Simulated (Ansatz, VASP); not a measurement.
SnSe: VASP beside Ansatz

File INCAR:

```
SYSTEM = SnSe
PREC = Accurate
ENCUT = 520
EDIFF = 1E-7
ISMEAR = 0
SIGMA = 0.02
LREAL = .False.
LASPH = .True.
NELM = 60
ALGO = Normal
ISIF = 2
LWAVE = .False.
LCHARG = .False.
GGA = PE
IVDW = 12
NBANDS = 17
```

File KPOINTS:

```
Automatic mesh
0
Gamma
  10 10 10
  0 0 0
```

The input POSCAR:

```
SnSe
1.0
    0.0000000000      3.0473870125      3.0473870125
    3.0473870125      0.0000000000      3.0473870125
    3.0473870125      3.0473870125      0.0000000000
Sn Se
1 1
Direct
    0.0000000000      0.0000000000      0.0000000000
    0.5000000000      0.5000000000      0.5000000000
```

Input for Ansatz:

```yaml
crystal:
  lattice:
    - [0.0, 3.0473870125, 3.0473870125]
    - [3.0473870125, 0.0, 3.0473870125]
    - [3.0473870125, 3.0473870125, 0.0]
  atoms:
    - { symbol: Sn, position: [0.0, 0.0, 0.0] }
    - { symbol: Se, position: [0.5, 0.5, 0.5] }
basis:
  ecutwfc: 420
kpoints:
  mp_grid: { grid: [10, 10, 10] }
hamiltonian:
  xc: pbe
  dispersion: d3bj
scf:
  occupations: { method: gaussian, width: 0.02 }
output:
  forces: true
  stress: true
  eigenvalues: true
```

Alike in both runs: task single point; functional PBE; dispersion D3(BJ); k mesh 10 × 10 × 10; occupations gaussian, width 0.02 eV; no spin polarisation.

|  | VASP | Ansatz |
| --- | --- | --- |
| version | VASP 6.6.1 | Ansatz 0.2.0 |
| potentials or method | VASP PAW PBE potentials, release 64 (Sn_d, Se) | scalar-relativistic, plane waves, PAW |
| plane-wave cutoff (eV) | 520 | 420 |
| valence electrons in the cell | 20 | 30 |

|  | VASP | Ansatz | Ansatz less VASP |
| --- | --- | --- | --- |
| gap on the k mesh at the Fermi level (eV) | 0.43 | 0.43 | -0.001 |
| least direct gap on the mesh (eV) | 0.43 | 0.43 | -0.001 |
| pressure (GPa) | -2.7 | -2.7 | +0.01 |

The two sets of potentials don't hold the same shells in valence.

Caveats: spin-orbit coupling is left out, which moves the levels of the heavy elements.
